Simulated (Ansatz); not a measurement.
The geometry is COD entry 1011323, unchecked; take it as a test cell. It is an old determination, and later ones may differ. The listed cell was then made from it by scaling, straining or moving an atom.

NbC: DFT, PBE, PAW with Ansatz's default frozen-core files, scalar-relativistic (Ansatz 0.2.0). What sets it apart from a plain run of this crystal: volume scaled by 0.94.

Command: `ansatz run input.yaml --threads 1 --pin off --max-ram 3072MiB --backend cpu --events-out ev --progress --plain --runs-dir out` The run took 5.9 s on 1 thread of Arm Neoverse N1, on a shared host, peak memory 0.35 GiB.

```yaml
crystal:
  lattice:
    - [0.0, 2.1550894392, 2.1550894392]
    - [2.1550894392, 0.0, 2.1550894392]
    - [2.1550894392, 2.1550894392, 0.0]
  atoms:
    - { symbol: Nb, position: [0.0, 0.0, 0.0] }
    - { symbol: C, position: [0.5, 0.5, 0.5] }
kpoints:
  mp_grid: { grid: [14, 14, 14] }
scf:
  occupations: { method: fermi_dirac, width: 0.08 }
hamiltonian:
  xc: pbe
  pseudopotentials: { kind: paw }
output:
  forces: true
  stress: true
  eigenvalues: true
  efg: { contact_densities: true }
```

Output (standing set-up lines are left out):

```
Crystal: 2 atoms, lattice volume = 20.018 Å³
Basis set: ecut = 420 eV, 387 PW (Γ), exchange–correlation on 48×48×48 points (8 copies of the dense FFT grid, shifted against one another)
Space group: Fm-3m (ITA 225), of the structure as read, at distance tolerance 2.7e-5 Å
SCF iter   1: F=—  HF=-4803.994645 eV  |F-HF|=—  |Δ(HF+E_count)|=         —  Δρ=2.17e-3  dr2=5.91e-4  ethr=1.77e-3  ⟨swp⟩=5.1  Hψ=16135  notcnv=0  defer=15
automatic band count: the SCF goes on with 17 bands, as 13 were too few: the levels above may hold too much charge
preconditioner: auto → none  [metal: Δε(μ)=0.049 eV  Ē_g=15.204 eV  σ=0.080 eV  W_gap=0.15  n_scr=8 (ndim 8)  ℏωp=24.9 eV  f_vac=0.000  D(μ)=0.62/eV (n_scr^D=0)  sad-step TF]
SCF iter   2: F=—  HF=-4803.994542 eV  |F-HF|=—  |Δ(HF+E_count)|=   1.03e-4  Δρ=1.45e-3  dr2=3.39e-4  ethr=3.47e-6  ⟨swp⟩=1.7  Hψ=2833  notcnv=0  defer=22
SCF iter   3: F=—  HF=-4803.994554 eV  |F-HF|=—  |Δ(HF+E_count)|=   1.21e-5  Δρ=2.01e-4  dr2=2.95e-6  ethr=1.99e-6  ⟨swp⟩=1.9  Hψ=1834  notcnv=0  defer=22
SCF iter   4: F=—  HF=-4803.994555 eV  |F-HF|=—  |Δ(HF+E_count)|=   6.21e-7  Δρ=4.87e-5  dr2=1.25e-7  ethr=1.73e-8  ⟨swp⟩=2.0  Hψ=2394  notcnv=0  defer=22
iter 5 did not close the SCF: its close was put off for the readings that it lacked (scf_convergence_deferred on its scf_iter line)
SCF iter   5: F=-4803.994555 eV  HF=-4803.994555 eV  |F-HF|=1.96e-10  |Δ(HF+E_count)|=   2.69e-7  Δρ=1.01e-5  dr2=1.07e-8  ethr=7.33e-10  ⟨swp⟩=2.5  Hψ=2179  notcnv=0  defer=22
SCF iter   6: F=-4803.994555 eV  HF=-4803.994555 eV  |F-HF|=1.64e-11  |Δ(HF+E_count)|=   3.27e-9  Δρ=5.20e-7  dr2=3.63e-11  ethr=6.28e-11  ⟨swp⟩=5.1  Hψ=6571  notcnv=0
SCF 1 converged in 6 iterations: F = -4803.994555 eV  dr2 = 3.63e-11
  greatest PAW one-centre occupation: 0.998 electrons in one spin orbital (limit 2), on the Nb atom at site 0 (counted from 0), in its partial waves of l = 0
SCF converged after 6 iterations
Free energy (F): -4803.994555 eV
Harris-Foulkes:  -4803.994555 eV  (|F-HF|=1.64e-11)
Internal energy: -4803.981511 eV  (E = F + TS)
E sigma→0 (E₀):  -4803.988033 eV
Entropy (-TS):   -0.013044 eV (-6.522 meV/atom)
Fermi energy:    21.231713 eV
--- Per-component energies (eV) ---
  E_band       = 5.722056
  E_kinetic    = 494.595521
  E_local      = -632.330013  (includes V_loc(G=0)·N_el)
  E_nonlocal   = 144.713318
  E_hartree    = 195.491881
  E_xc         = -228.257704
  E_vxc        = -278.772429  (∫ρ·V_xc dr)
  E_paw        = -3172.029670  (= ΣΔE_a)
  E_vpaw       = -113.468190  (= ΣTr[D̂ρ^β])
  E_aug_tail   = 0.000009  (compensation charges beyond the density's cutoff)
  E_ewald      = -1606.164853
  E_smearing   = -0.013044  (= −TS)
  E_closure    = 0.000000  (closes the sum)
  Σ components = -4803.994555   (vs F -4803.994555, Δ=0.00e0)
--- Forces (eV/Å), atoms counted from 1 ---
  atom   1  Nb    -0.00000000     0.00000000     0.00000000
  atom   2  C      0.00000000     0.00000000    -0.00000000
  max |Σ_I F_I| component: 3.68e-30 eV/Å
--- Stress (GPa, compression-positive) ---
       46.046018       0.000000       0.000000
        0.000000      46.046018      -0.000000
        0.000000      -0.000000      46.046018
  P = ⅓ Tr σ = 46.0460 GPa (460.460 kbar)
--- PAW observables at the nuclei: V_zz in 10²¹ V/m², potentials from the cell's mean, atoms counted from 1 ---
  atom   1  Nb V_zz =    +0.000000   η = 0.0000   by run symmetry: forbidden
            electrostatic potential = -6147.540238 V   contact ρ = 540912.761973 e/Å³
  atom   2  C  V_zz =    -0.000000   η = 0.0000   by run symmetry: forbidden
            electrostatic potential = -429.480582 V   contact ρ = 869.462093 e/Å³
--- Band table (eV; the first three rows and the last of 104) ---
  k-point 0: bands = ["-34.3655", "-9.9842", "-9.9842", "-9.9842", "7.1920", "19.6671", "19.6671", "19.6671", "20.8519", "20.8519", "20.8519", "21.6352", "21.6352", "30.1276", "31.1126", "45.3883", "45.3883"]
  k-point 1: bands = ["-34.3570", "-10.0512", "-9.9899", "-9.9899", "7.3455", "19.0348", "19.3914", "19.3914", "20.2164", "20.2164", "21.2330", "22.8417", "22.8417", "30.3573", "31.4820", "44.2288", "44.7186"]
  k-point 2: bands = ["-34.3330", "-10.2353", "-10.0059", "-10.0059", "7.7838", "17.9099", "18.3414", "18.3414", "20.4550", "20.4550", "21.7261", "24.5194", "24.5194", "30.9152", "32.4789", "42.3035", "42.9747"]
  k-point 103: bands = ["-34.1314", "-10.8148", "-10.6677", "-10.4302", "9.3236", "16.2268", "16.4367", "16.6830", "22.3027", "23.5265", "25.0497", "26.9903", "27.9477", "34.7705", "35.9269", "36.1845", "40.0854"]
```

Spin polarisation is left out, and whether a magnetic state lies lower isn't shown here.
